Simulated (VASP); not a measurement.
# C under changes of volume

One of the cells (5.697 Å³/atom); the others are scaled copies at fixed shape and fractional positions:

```
C
1.0
     2.52040    0.00000    0.00000
    -1.26020    2.18273    0.00000
     0.00000    0.00000   12.42643
C
12
Cartesian
  1.2602 0.7276 4.4103
  0.0000 1.4552 10.6236
  1.2602 0.7276 1.8029
  0.0000 1.4552 8.0161
  1.2602 0.7276 5.9551
  0.0000 1.4552 12.1683
  1.2602 0.7276 0.2581
  0.0000 1.4552 6.4713
  0.0000 0.0000 10.1045
  -1.2602 2.1827 3.8913
  -1.2602 2.1827 8.5351
  -1.2602 2.1827 2.3219
```

This is a hexagonal form of diamond, not graphite.

```yaml
Program: VASP 6.6.1
Functional: PBE
Potentials_or_basis: VASP PAW PBE potentials, release 64 (C)
Cutoff: 520 eV
k_mesh: 10 × 10 × 4
Occupations: gaussian, width 0.02 eV
Spin: no spin polarisation
```

| volume (Å³/atom) | energy over the lowest point (meV/atom) | pressure (GPa) | gap on the mesh (eV) | largest force (eV/Å) |
| --- | --- | --- | --- | --- |
| 5.469 | ? | ? | ? | ? |
| 5.583 | 3.93 | 9.9 | 4.48 | 0.023 |
| 5.697 | 0.00 | 0.8 | 4.43 | 0.007 |
| 5.811 | 2.31 | -7.6 | 4.38 | 0.010 |
| 5.925 | 10.29 | -15.2 | 4.33 | 0.023 |

**Question.** What does the run at 5.469 Å³/atom give?

**Answer.** Energy over the lowest point 14.70 meV/atom; pressure 20.0 GPa; gap on the mesh 4.53 eV; largest force 0.040 eV/Å.

Worked out: A Birch-Murnaghan fit of order 2 (a polynomial in V^(-2/3)) to the other rows has its minimum at 5.71 Å³/atom with B0 = V·E''(V) = 435 GPa at fixed shape and positions, which overstates the stiffness. It gives 14.78 meV/atom at 5.469 Å³/atom, against the run's 14.70, and -dE/dV = 20.4 GPa, against 20.0. A straight line through the other rows of the gap, of slope -2.52 eV per unit of ln V, extrapolates to 4.53 eV, against the run's 4.53.

Energies are extrapolated to zero smearing.

A mesh can miss the band edges.
